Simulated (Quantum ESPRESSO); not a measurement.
# AlNi3 (Pm-3m) in Quantum ESPRESSO: equation of state, part 2 of 2

Quantum ESPRESSO 7.5. The steps go on from the part before.

**4. Single point, PBE, collinear spin, ferromagnetic start, 10.71 Å³/atom**

Input file pw.in:

```
&CONTROL
  calculation = 'scf'
  prefix = 'pwscf'
  outdir = './tmp'
  pseudo_dir = './pseudo'
  tprnfor = .true.
  tstress = .true.
  disk_io = 'nowf'
/
&SYSTEM
  ibrav = 0
  nat = 4
  ntyp = 2
  ecutwfc = 55
  ecutrho = 440
  nbnd = 42
  occupations = 'smearing'
  smearing = 'fd'
  degauss = 0.00367493
  nspin = 2
  starting_magnetization(1) = 0.0556
  starting_magnetization(2) = 0
/
&ELECTRONS
  conv_thr = 8d-10
  electron_maxstep = 120
  mixing_beta = 0.3
/
ATOMIC_SPECIES
Ni    58.6934 ni_pbe_v1.4.uspp.F.UPF
Al    26.9815 Al.pbe-n-kjpaw_psl.1.0.0.UPF
CELL_PARAMETERS angstrom
   3.4994093517    0.0000000000    0.0000000000
   0.0000000000    3.4994093517    0.0000000000
   0.0000000000    0.0000000000    3.4994093517
ATOMIC_POSITIONS crystal
Ni     0.5000000000    0.5000000000    0.0000000000
Ni     0.5000000000    0.0000000000    0.5000000000
Ni     0.0000000000    0.5000000000    0.5000000000
Al     0.0000000000    0.0000000000    0.0000000000
K_POINTS automatic
8 8 8 0 0 0
```

Potentials or basis: SSSP 1.3 efficiency PBE.

The run is started by

```
OMP_NUM_THREADS=1 mpirun -n 2 pw.x -nk 2 -in pw.in > pw.out
```

pw.out:

```text
This program is part of the open-source Quantum ESPRESSO suite
     for quantum simulation of materials; please cite
         "P. Giannozzi et al., J. Phys.:Condens. Matter 21 395502 (2009);
         "P. Giannozzi et al., J. Phys.:Condens. Matter 29 465901 (2017);
         "P. Giannozzi et al., J. Chem. Phys. 152 154105 (2020);
     in publications or presentations arising from this work. More details at

     file Al.pbe-n-kjpaw_psl.1.0.0.UPF: wavefunction(s)  3S 3P renormalized
     Message from routine setup:
     using ibrav=0 with symmetry is DISCOURAGED, use correct ibrav instead
[... 6 lines left out ...]
     --------------------
     sticks:   dense  smooth     PW     G-vecs:    dense   smooth      PW
     Sum        1533     761    241                45025    15895    2777

     Using Slab Decomposition

     bravais-lattice index     =            0
     lattice parameter (alat)  =       6.6129  a.u.
     unit-cell volume          =     289.1884 (a.u.)^3
     number of atoms/cell      =            4
     number of atomic types    =            2
     number of electrons       =        57.00
     number of Kohn-Sham states=           42
     kinetic-energy cutoff     =      55.0000  Ry
     charge density cutoff     =     440.0000  Ry
     scf convergence threshold =      8.0E-10
     mixing beta               =       0.3000
     number of iterations used =            8  plain     mixing
     Exchange-correlation= SLA  PW   PBX  PBC
                           (   1   4   3   4   0   0   0)

     celldm(1)=   6.612925  celldm(2)=   0.000000  celldm(3)=   0.000000
     celldm(4)=   0.000000  celldm(5)=   0.000000  celldm(6)=   0.000000

     crystal axes: (cart. coord. in units of alat)
               a(1) = (   1.000000   0.000000   0.000000 )
               a(2) = (   0.000000   1.000000   0.000000 )
               a(3) = (   0.000000   0.000000   1.000000 )

     reciprocal axes: (cart. coord. in units 2 pi/alat)
               b(1) = (  1.000000  0.000000  0.000000 )
               b(2) = (  0.000000  1.000000  0.000000 )
               b(3) = (  0.000000  0.000000  1.000000 )

     PseudoPot. # 1 for Ni read from file:
     ni_pbe_v1.4.uspp.F.UPF
     Pseudo is Ultrasoft + core correction, Zval = 18.0
     Generated by new atomic code, or converted to UPF format
     Using radial grid of  865 points,  6 beta functions with:
                l(1) =   0
                l(2) =   0
                l(3) =   1
                l(4) =   1
                l(5) =   2
                l(6) =   2
     Q(r) pseudized with 10 coefficients,  rinner =    0.980   0.980   0.980
                                                       0.980   0.980

     PseudoPot. # 2 for Al read from file:
     Al.pbe-n-kjpaw_psl.1.0.0.UPF
     Pseudo is Projector augmented-wave + core cor, Zval =  3.0
     Generated using "atomic" code by A. Dal Corso  v.5.1
     Shape of augmentation charge: PSQ
     Using radial grid of 1135 points,  6 beta functions with:
                l(1) =   0
                l(2) =   0
                l(3) =   1
                l(4) =   1
                l(5) =   2
                l(6) =   2
     Q(r) pseudized with 0 coefficients

     atomic species   valence    mass     pseudopotential
     Ni               18.00    58.69340     Ni( 1.00)
     Al                3.00    26.98150     Al( 1.00)

     Starting magnetic structure
     atomic species   magnetization
     Ni              0.056
     Al              0.000

     48 Sym. Ops., with inversion, found

   Cartesian axes

     site n.     atom                  positions (alat units)
         1        Ni     tau(   1) = (   0.5000000   0.5000000   0.0000000  )
         2        Ni     tau(   2) = (   0.5000000   0.0000000   0.5000000  )
         3        Ni     tau(   3) = (   0.0000000   0.5000000   0.5000000  )
         4        Al     tau(   4) = (   0.0000000   0.0000000   0.0000000  )

     number of k points=    35  Fermi-Dirac smearing, width (Ry)=  0.0037
                       cart. coord. in units 2pi/alat
        k(    1) = (   0.0000000   0.0000000   0.0000000), wk =   0.0019531
        k(    2) = (   0.0000000   0.0000000   0.1250000), wk =   0.0117188
        k(    3) = (   0.0000000   0.0000000   0.2500000), wk =   0.0117188
        k(    4) = (   0.0000000   0.0000000   0.3750000), wk =   0.0117188
        k(    5) = (   0.0000000   0.0000000  -0.5000000), wk =   0.0058594
        k(    6) = (   0.0000000   0.1250000   0.1250000), wk =   0.0234375
[... 27 lines left out ...]
        k(   34) = (   0.3750000  -0.5000000  -0.5000000), wk =   0.0117188
        k(   35) = (  -0.5000000  -0.5000000  -0.5000000), wk =   0.0019531

     Dense  grid:    45025 G-vectors     FFT dimensions: (  45,  45,  45)

     Smooth grid:    15895 G-vectors     FFT dimensions: (  32,  32,  32)

     Check: negative core charge=   -0.000010
     Generating pointlists ...
     new r_m :   0.2917 (alat units)  1.9289 (a.u.) for type    1
     new r_m :   0.2917 (alat units)  1.9289 (a.u.) for type    2

     Initial potential from superposition of free atoms

     starting charge      50.9977, renormalised to      57.0000
     Starting wfcs are   43 randomized atomic wfcs
     Checking if some PAW data can be deallocated...

     Self-consistent Calculation

     iteration #  1     ecut=    55.00 Ry     beta= 0.30
     Davidson diagonalization with overlap
     ethr =  1.00E-02,  avg # of iterations =  5.9

     total energy              =   -1034.48765667 Ry
     estimated scf accuracy    <     135.26761963 Ry

     total magnetization       =     0.29 Bohr mag/cell
     absolute magnetization    =     0.36 Bohr mag/cell
[... 138 lines left out ...]
     total magnetization       =     0.67 Bohr mag/cell
     absolute magnetization    =     0.83 Bohr mag/cell

     iteration # 16     ecut=    55.00 Ry     beta= 0.30
     Davidson diagonalization with overlap
     ethr =  9.85E-12,  avg # of iterations =  2.0

     Magnetic moment per site  (integrated on atomic sphere of radius R)
     atom   1 (R=0.292)  charge= 16.7829  magn=  0.2481
     atom   2 (R=0.292)  charge= 16.7829  magn=  0.2481
     atom   3 (R=0.292)  charge= 16.7829  magn=  0.2481
     atom   4 (R=0.292)  charge=  1.2875  magn= -0.0153

     End of self-consistent calculation

 ------ SPIN UP ------------

          k = 0.0000 0.0000 0.0000 (  1935 PWs)   bands (ev):

   -86.6173 -86.5809 -86.5809 -47.0762 -47.0762 -47.0762 -46.9904 -46.9904
   -46.9904 -46.9141 -46.9141 -46.9141   6.2561  11.9765  12.7094  12.7094
    13.1048  13.1048  13.1048  15.1676  15.1676  15.1676  16.0293  16.0293
    16.3885  16.6129  16.6129  16.6129  17.4778  17.4778  17.4778  23.4420
    23.4420  24.3665  29.2328  29.2328  29.2328  31.0114  31.0114  31.0114
    31.9170  31.9170

          k = 0.0000 0.0000 0.1250 (  1991 PWs)   bands (ev):
[... 289 lines left out ...]
   -86.5929 -86.5929 -86.5929 -47.1040 -47.0717 -47.0664 -47.0664 -46.9410
   -46.9410 -46.9359 -46.9173 -46.9107  10.7229  12.2709  12.2709  12.4790
    14.1127  14.1127  14.1978  14.4858  14.4858  14.4961  15.0447  15.4359
    15.4359  15.5200  15.6653  16.0900  16.3381  16.6500  16.6500  20.7106
    21.1970  21.1970  21.5895  33.0037  34.8079  36.3296  36.3296  36.8131
    37.1470  37.1470

          k =-0.5000-0.5000-0.5000 (  2008 PWs)   bands (ev):

   -86.5929 -86.5929 -86.5929 -47.1108 -47.0716 -47.0716 -47.0716 -46.9359
   -46.9359 -46.9359 -46.9107 -46.9107  10.7069  12.4125  12.4125  12.4125
    14.4306  14.4306  14.4306  14.4591  14.4591  14.4591  15.2320  15.2320
    15.2320  15.5036  15.5036  16.3314  16.4145  16.4145  16.4145  20.3448
    20.8822  20.8822  20.8822  35.2577  35.2577  37.1217  37.1217  37.1217
    38.5051  38.5052

 ------ SPIN DOWN ----------

          k = 0.0000 0.0000 0.0000 (  1935 PWs)   bands (ev):

   -86.2779 -86.2410 -86.2410 -46.7522 -46.7522 -46.7522 -46.6861 -46.6861
   -46.6861 -46.5581 -46.5581 -46.5581   6.2311  12.0823  12.8608  12.8608
    13.3656  13.3656  13.3656  15.3993  15.3993  15.3993  16.2489  16.2489
    16.6689  17.0048  17.0048  17.0048  17.4499  17.4499  17.4499  23.5432
    23.5432  24.4428  29.2177  29.2177  29.2177  31.0163  31.0163  31.0163
    31.9477  31.9477

          k = 0.0000 0.0000 0.1250 (  1991 PWs)   bands (ev):
[... 289 lines left out ...]
   -86.2531 -86.2531 -86.2531 -46.7686 -46.7632 -46.7632 -46.7302 -46.6361
   -46.6361 -46.6310 -46.5403 -46.5336  10.7676  12.4162  12.4162  12.6626
    14.2053  14.2053  14.2101  14.7465  14.7465  14.7738  15.2061  15.6198
    15.6198  15.7257  15.8412  16.1451  16.6839  16.9569  16.9569  20.8118
    21.3673  21.3673  21.7495  32.9746  34.7782  36.3323  36.3323  36.8060
    37.1119  37.1119

          k =-0.5000-0.5000-0.5000 (  2008 PWs)   bands (ev):

   -86.2531 -86.2531 -86.2531 -46.7685 -46.7685 -46.7685 -46.7371 -46.6310
   -46.6310 -46.6310 -46.5336 -46.5336  10.7587  12.6032  12.6032  12.6032
    14.4239  14.4239  14.4239  14.7081  14.7081  14.7081  15.4239  15.4239
    15.4239  15.7086  15.7086  16.3206  16.7610  16.7610  16.7610  20.4594
    21.0732  21.0732  21.0732  35.2282  35.2282  37.0859  37.0859  37.0859
    38.4791  38.4792

     the Fermi energy is    16.6395 ev

!    total energy              =   -1069.46037674 Ry
     estimated scf accuracy    <          1.7E-10 Ry
     smearing contrib. (-TS)   =      -0.00220119 Ry
     internal energy E=F+TS    =   -1069.45817555 Ry

     The total energy is F=E-TS. E is the sum of the following terms:
     one-electron contribution =    -679.71614068 Ry
     hartree contribution      =     375.23934476 Ry
     xc contribution           =    -109.60184685 Ry
     ewald contribution        =    -620.68562575 Ry
     one-center paw contrib.   =     -34.69390703 Ry

     total magnetization       =     0.67 Bohr mag/cell
     absolute magnetization    =     0.83 Bohr mag/cell

     convergence has been achieved in  16 iterations

     Forces acting on atoms (cartesian axes, Ry/au):

     atom    1 type  1   force =     0.00000000    0.00000000    0.00000000
     atom    2 type  1   force =     0.00000000    0.00000000    0.00000000
     atom    3 type  1   force =     0.00000000    0.00000000    0.00000000
     atom    4 type  2   force =     0.00000000    0.00000000    0.00000000

     Total force =     0.000000     Total SCF correction =     0.000000

     Computing stress (Cartesian axis) and pressure

          total   stress  (Ry/bohr**3)                   (kbar)     P=      118.92
   0.00080842   0.00000000   0.00000000          118.92        0.00        0.00
   0.00000000   0.00080842   0.00000000            0.00      118.92        0.00
   0.00000000   0.00000000   0.00080842            0.00        0.00      118.92

=------------------------------------------------------------------------------=
   JOB DONE.
=------------------------------------------------------------------------------=
```

It took 2.7 min on 2 MPI ranks of Intel Xeon at 2.50GHz (Skylake/Cascade Lake), shared host; peak memory 0.38 GiB.

What came out:

```yaml
Free_energy: -14550.7497 eV
Pressure: 11.9 GPa
Band_gap_on_the_k_mesh: none (metal or under the smearing width)
Net_moment: 0.67 μB per cell
Absolute_moment: 0.83 μB per cell
Site_moments: Ni +0.25; Al -0.02 μB
Valence_electrons_inside_the_program's_atomic_spheres: Ni 16.78; Al 1.29
```

**5. Single point, PBE, collinear spin, ferromagnetic start, 10.93 Å³/atom**

pw.in, as its differences from that of step 4:

```diff
@@ -32,5 +32,5 @@
 CELL_PARAMETERS angstrom
-   3.4994093517    0.0000000000    0.0000000000
-   0.0000000000    3.4994093517    0.0000000000
-   0.0000000000    0.0000000000    3.4994093517
+   3.5230547267    0.0000000000    0.0000000000
+   0.0000000000    3.5230547267    0.0000000000
+   0.0000000000    0.0000000000    3.5230547267
 ATOMIC_POSITIONS crystal
```

The run is started by

```
OMP_NUM_THREADS=1 mpirun -n 2 pw.x -nk 2 -in pw.in > pw.out
```

Run time: 2.5 min. Hardware: 2 MPI ranks of Intel Xeon at 2.50GHz (Skylake/Cascade Lake), shared host; peak memory 0.38 GiB.

The run converged. Its results:

| Quantity | Value |
| --- | --- |
| Free energy | -14550.8031 eV |
| Pressure | 7.3 GPa |
| Band gap on the k mesh | none (metal or under the smearing width) |
| Net moment | 0.69 μB per cell |
| Absolute moment | 0.86 μB per cell |
| Site moments | Ni +0.26; Al -0.02 μB |
| Valence electrons inside the program's atomic spheres | Ni 16.80; Al 1.29 |

**6. Single point, PBE, collinear spin, ferromagnetic start, 11.15 Å³/atom**

pw.in, as its differences from that of step 5:

```diff
@@ -32,5 +32,5 @@
 CELL_PARAMETERS angstrom
-   3.5230547267    0.0000000000    0.0000000000
-   0.0000000000    3.5230547267    0.0000000000
-   0.0000000000    0.0000000000    3.5230547267
+   3.5463868949    0.0000000000    0.0000000000
+   0.0000000000    3.5463868949    0.0000000000
+   0.0000000000    0.0000000000    3.5463868949
 ATOMIC_POSITIONS crystal
```

Potentials or basis: SSSP 1.3 efficiency PBE.

The run is started by

```
OMP_NUM_THREADS=1 mpirun -n 2 pw.x -nk 2 -in pw.in > pw.out
```

Wall time 2.9 min (2 MPI ranks of Intel Xeon at 2.50GHz (Skylake/Cascade Lake), shared host); peak memory 0.4 GiB.

Results (log left out):

| Quantity | Value |
| --- | --- |
| Free energy | -14550.8330 eV |
| Pressure | 3.3 GPa |
| Band gap on the k mesh | none (metal or under the smearing width) |
| Net moment | 0.71 μB per cell |
| Absolute moment | 0.89 μB per cell |
| Site moments | Ni +0.26; Al -0.02 μB |
| Valence electrons inside the program's atomic spheres | Ni 16.81; Al 1.30 |

**7. Single point, PBE, collinear spin, ferromagnetic start, 11.37 Å³/atom**

pw.in, as its differences from that of step 6:

```diff
@@ -32,5 +32,5 @@
 CELL_PARAMETERS angstrom
-   3.5463868949    0.0000000000    0.0000000000
-   0.0000000000    3.5463868949    0.0000000000
-   0.0000000000    0.0000000000    3.5463868949
+   3.5694160265    0.0000000000    0.0000000000
+   0.0000000000    3.5694160265    0.0000000000
+   0.0000000000    0.0000000000    3.5694160265
 ATOMIC_POSITIONS crystal
```

The run is started by

```
OMP_NUM_THREADS=1 mpirun -n 2 pw.x -nk 2 -in pw.in > pw.out
```

Wall time 2.7 min (2 MPI ranks of Intel Xeon at 2.50GHz (Skylake/Cascade Lake), shared host); peak memory 0.4 GiB.

It converged, with:

| Quantity | Value |
| --- | --- |
| Free energy | -14550.8417 eV |
| Pressure | -0.4 GPa |
| Band gap on the k mesh | none (metal or under the smearing width) |
| Net moment | 0.73 μB per cell |
| Absolute moment | 0.91 μB per cell |
| Site moments | Ni +0.27; Al -0.02 μB |
| Valence electrons inside the program's atomic spheres | Ni 16.83; Al 1.30 |

**8. Single point, PBE, collinear spin, ferromagnetic start, 11.59 Å³/atom**

pw.in, as its differences from that of step 7:

```diff
@@ -32,5 +32,5 @@
 CELL_PARAMETERS angstrom
-   3.5694160265    0.0000000000    0.0000000000
-   0.0000000000    3.5694160265    0.0000000000
-   0.0000000000    0.0000000000    3.5694160265
+   3.5921517734    0.0000000000    0.0000000000
+   0.0000000000    3.5921517734    0.0000000000
+   0.0000000000    0.0000000000    3.5921517734
 ATOMIC_POSITIONS crystal
```

The run is started by

```
OMP_NUM_THREADS=1 mpirun -n 2 pw.x -nk 2 -in pw.in > pw.out
```

It took 3.6 min on 2 MPI ranks of Intel Xeon at 2.50GHz (Skylake/Cascade Lake), shared host; peak memory 0.4 GiB.

The run converged. Its results:

* Free energy: -14550.8315 eV
* Pressure: -3.7 GPa
* Band gap on the k mesh: none (metal or under the smearing width)
* Net moment: 0.74 μB per cell
* Absolute moment: 0.93 μB per cell
* Site moments: Ni +0.27; Al -0.02 μB
* Valence electrons inside the program's atomic spheres: Ni 16.84; Al 1.31

**9. Equation of state, PBE, collinear spin, ferromagnetic start**

Potentials or basis: SSSP 1.3 efficiency PBE.

This step only gathers the single runs of the series.

What came out:

```yaml
Equilibrium_volume: 11.36 Å³/atom
Bulk_modulus: 182 GPa
Pressure_derivative_of_the_bulk_modulus: 4.6
```

Energy against volume, from the lowest point:
| volume (Å³/atom) | energy (meV/atom) |
| --- | --- |
| 10.276 | 70.17 |
| 10.495 | 42.94 |
| 10.713 | 23.01 |
| 10.932 | 9.66 |
| 11.151 | 2.18 |
| 11.369 | 0.00 |
| 11.588 | 2.55 |
